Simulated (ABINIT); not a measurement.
Here is an ABINIT 10.8.3 (patched build) calculation.

The input run.abi:

```
pp_dirpath "./"
pseudos "Mo.upf, S.upf"

acell 5.9885420889 5.988542089 23.2889847599
rprim
     1.0000000000     0.0000000000     0.0000000000
    -0.5000000000     0.8660254038     0.0000000000
     0.0000000000     0.0000000000     1.0000000000
ntypat 2
znucl 42 16
natom 6
typat 1 1 2 2 2 2
xred
     0.6666666667     0.3333333333     0.7500000000
     0.3333333333     0.6666666667     0.2500000000
     0.6666666667     0.3333333333     0.3770000000
     0.3333333333     0.6666666667     0.8770000000
     0.6666666667     0.3333333333     0.1230000000
     0.3333333333     0.6666666667     0.6230000000

ecut 1088.455450 eV

kptopt 1
ngkpt 8 8 2
nshiftk 1
shiftk 0.0 0.0 0.0

ixc -116133

nband 32
occopt 3
tsmear 0.00183747

nstep 100
tolvrs 1.0e-10

iomode 3
prtwf 0
prtden 0
prteig 0
prtebands 0
enunit 2
prtvol 2
```

Potentials or basis: PseudoDojo NC SR PBEsol v0.4.1 standard.

Run with:

```bash
$ abinit run.abi > log 2>&1
```

Task: Predict the pressure.

Result: -2.9 GPa.

Task: Estimate the band gap on the k mesh.

Result: 0.94 eV, indirect (least direct gap 1.93 eV).

Task: What does it give for the largest force?

Result: 0.304 eV/Å.

Stress tensor (GPa, compression positive):
```
-3.21  0.00  0.00
 0.00 -3.21  0.00
 0.00  0.00 -2.29
```

Caveat: this functional lacks dispersion, which binds the layers, so the pressure and a relaxed spacing across them are unreliable.

**Measured values to compare with.**

“Multiwavelength excitation Raman Scattering Analysis of bulk and 2 dimensional MoS2: Vibrational properties of atomically thin MoS2 layers”, 2015, arxiv:1506.03228 reports, for a bulk crystal of MoS2 at 300 K: band gap 1.3 eV (indirect).

Measured gap of MoS2: 1.3 eV (indirect; 300 K; “Multiwavelength excitation Raman Scattering Analysis of bulk and 2 dimensional MoS2: Vibrational properties of atomically thin MoS2 layers”, 2015, arxiv:1506.03228). This calculation gives 0.94 eV (-0.36 eV). Spin-orbit coupling on Mo is left out. The value is that of PBEsol on a finite k mesh, which can miss the band edges, without temperature or zero-point motion. Semilocal functionals fall short of measured gaps as a rule.
